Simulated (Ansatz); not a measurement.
Crystal: Mn, bcc type, 1 atom in the cell.

These are results of r²SCAN, plane waves, PAW datasets (earlier set, tuned by hand) (Ansatz), not measurements.

Cutoff 720 eV; k-mesh 17×17×17 Γ-centred; Fermi–Dirac smearing of 0.1 eV; no spin polarisation.

Q: What equilibrium volume, lattice constant and bulk modulus does this give?

A: V₀ = 10.510 Å³/atom (a₀ = 2.760 Å), B₀ = 303 GPa, B₀′ = 4.45. The points behind the fit:

```json
{"V (Å³/atom)": "9.924", "a (Å)": "2.7075", "E − E(min) (meV/atom)": "34.01", "P (GPa)": "19.76"}
{"V (Å³/atom)": "10.247", "a (Å)": "2.7366", "E − E(min) (meV/atom)": "6.18", "P (GPa)": "8.12"}
{"V (Å³/atom)": "10.571", "a (Å)": "2.7651", "E − E(min) (meV/atom)": "0.00", "P (GPa)": "-1.72"}
{"V (Å³/atom)": "10.895", "a (Å)": "2.7931", "E − E(min) (meV/atom)": "12.12", "P (GPa)": "-10.04"}
{"V (Å³/atom)": "11.218", "a (Å)": "2.8204", "E − E(min) (meV/atom)": "39.70", "P (GPa)": "-17.08"}
```

The stress includes the program's correction for the finite plane-wave basis.

This cubic structure is a model: it isn't the usual form of the substance at ambient conditions, and such phases are metastable or hypothetical. The k-mesh is modest, so these values aren't fully converged in k. Spin polarisation is left out, and a magnetic state may lie lower.
